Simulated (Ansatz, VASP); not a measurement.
**One calculation of SiC, two programs**

INCAR

```
SYSTEM = SiC
PREC = Accurate
ENCUT = 520
EDIFF = 1E-6
ISMEAR = 0
SIGMA = 0.01
LREAL = .FALSE.
LASPH = .TRUE.
NELM = 80
ALGO = Normal
ISIF = 2
LWAVE = .FALSE.
LCHARG = .TRUE.
GGA = PS
LELF = .TRUE.
LVHAR = .TRUE.
NBANDS = 16
```

File KPOINTS:

```
Automatic mesh
0
G
  12 12 6
  0 0 0
```

The input POSCAR:

```
SiC
1.0
    3.0759836400      0.0000000000      0.0000000000
   -1.5379918200      2.6638799739      0.0000000000
    0.0000000000      0.0000000000      5.0478375098
Si C
2 2
Direct
    0.3333333333      0.6666666667     -0.0376641862
    0.6666666667      0.3333333333      0.4623358138
    0.3333333333      0.6666666667      0.4126641862
    0.6666666667      0.3333333333      0.9126641862
```

Input for Ansatz:

```yaml
crystal:
  lattice:
    - [3.07598364, 0.0, 0.0]
    - [-1.53799182, 2.6638799739, 0.0]
    - [0.0, 0.0, 5.0478375098]
  atoms:
    - { symbol: Si, position: [0.3333333333, 0.6666666667, -0.0376641862] }
    - { symbol: Si, position: [0.6666666667, 0.3333333333, 0.4623358138] }
    - { symbol: C, position: [0.3333333333, 0.6666666667, 0.4126641862] }
    - { symbol: C, position: [0.6666666667, 0.3333333333, 0.9126641862] }
basis:
  ecutwfc: 420
  xc_grid: 2
kpoints:
  mp_grid: { grid: [12, 12, 6] }
hamiltonian:
  xc: pbesol
  pseudopotentials: { kind: paw, azcp: { folder: soft_1 } }
scf:
  occupations: { method: fixed }
output:
  forces: true
  stress: true
  eigenvalues: true
  polarization: {}
```

Change from the starting cell: polar distortion scaled by 0.40.

Alike in both runs: task single point; functional PBEsol; k mesh 12 × 12 × 6; no spin polarisation.

|  | VASP | Ansatz |
| --- | --- | --- |
| version | VASP 6.6.1 | Ansatz 0.2.0 |
| potentials or method | VASP PAW PBE potentials, release 64 (Si, C) | scalar-relativistic, plane waves, PAW |
| plane-wave cutoff (eV) | 520 | 420 |
| occupations | gaussian, width 0.01 eV | fixed |
| valence electrons in the cell | 16 | 16 |

VASP gave:

- gap on the k mesh at the Fermi level (eV): 0.94
- least direct gap on the mesh (eV): 3.11
- pressure (GPa): 8.2
- largest component of the traceless stress (GPa): 12.52
- rms of the force components (eV/Å): 1.215

Task: Estimate Ansatz's values.

Result: gap on the k mesh at the Fermi level (eV): 0.95; least direct gap on the mesh (eV): 3.12; pressure (GPa): 7.9; largest component of the traceless stress (GPa): 12.24; rms of the force components (eV/Å): 1.207.

Atom by atom the forces differ by 0.008 eV/Å (rms over components). Ansatz warned: «pseudo_functional_mismatch».

Caveats: the PAW data sets were made with another functional, which shifts forces and pressure a little (VASP). A k mesh can miss the band edges.
